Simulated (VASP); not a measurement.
Here is a VASP 6.6.1 calculation.

File INCAR:

```
  PREC = Accurate
  ENCUT = 520
  EDIFF = 1E-7
  ISMEAR = 0
  SIGMA = 0.1
  LREAL = F
  LASPH = T
  NELM = 120
  ALGO = Normal
  ISIF = 3
  LWAVE = F
  LCHARG = F
  GGA = PE
  IBRION = 2
  NSW = 60
  EDIFFG = -0.005
  POTIM = 0.3
```

The input KPOINTS:

```
Automatic mesh
0
Gamma
  8 8 8
```

Contents of POSCAR:

```
AlP                                     
1.0
    0.0000000000      2.7527931407      2.7527931407
    2.7527931407      0.0000000000      2.7527931407
    2.7527931407      2.7527931407     -0.0000000000
  Al              P             
     1     1
Direct
     0.0000000000000000    0.0000000000000000    0.0000000000000000
     0.7500000000000000    0.7500000000000000    0.7500000000000000
```

Potentials or basis: VASP PAW PBE potentials, release 64 (Al, P).

The run is started by

```sh
$ cat potpaw_PBE.64/Al/POTCAR potpaw_PBE.64/P/POTCAR > POTCAR
$ mpirun -np 1 vasp_std > vasp.out
```

Q: Predict the band gap on the k mesh.

A: 1.63 eV, indirect (least direct gap 3.09 eV).

Final structure:
```xyz
2
Lattice="0.0000 2.7528 2.7528 2.7528 0.0000 2.7528 2.7528 2.7528 0.0000" Properties=species:S:1:pos:R:3 pbc="T T T"
Al    0.0000    0.0000    0.0000
P     4.1292    4.1292    4.1292
```

Caveat: the relaxation stopped at its first step, so nothing moved. A k mesh can miss the band edges.
